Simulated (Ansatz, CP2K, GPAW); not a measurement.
**Ba: programs and potentials compared**

```
CELL_PARAMETERS angstrom
3.99965 0.00000 0.00000
0.00000 3.99965 0.00000
0.00000 0.00000 3.60554
ATOMIC_POSITIONS crystal
Ba 0.50000 0.50000 0.50000
```

This isn't the form of Ba at room conditions, which is bcc.

Alike in all runs: task single point; functional LDA; k mesh 7 × 7 × 7; occupations gaussian, width 0.02 eV; no spin polarisation; no spin-orbit coupling. LDA stands for any of its common fits. Pressure is positive in compression and, in plane waves, holds the error of the finite cutoff.

```json
{"program and potentials": "CP2K, GTH_POTENTIALS Ba GTH-PADE-q10; TZVP-MOLOPT-PBE-GTH basis", "plane-wave cutoff (eV)": "-", "notes": "atomic basis", "pressure (GPa)": "-0.78"}
{"program and potentials": "GPAW, the program's PAW data sets (release 1.2.1) made for this functional", "plane-wave cutoff (eV)": "600", "notes": "-", "pressure (GPa)": "-0.81"}
{"program and potentials": "Ansatz, all-electron LAPW, scalar-relativistic", "plane-wave cutoff (eV)": "-", "notes": "-", "pressure (GPa)": "-0.96"}
```

The pressure spans -0.96 (Ansatz, all-electron LAPW, scalar-relativistic) to -0.78 GPa (CP2K, GTH_POTENTIALS Ba GTH-PADE-q10; TZVP-MOLOPT-PBE-GTH basis), with all-electron results at -0.96. Rows in atomic bases carry the error of their basis and grid, which can be large.

Differences between rows come from potentials, basis sets and numerical settings, since the functional is the same but for its coding. Runs on potential files found faulty are left out.
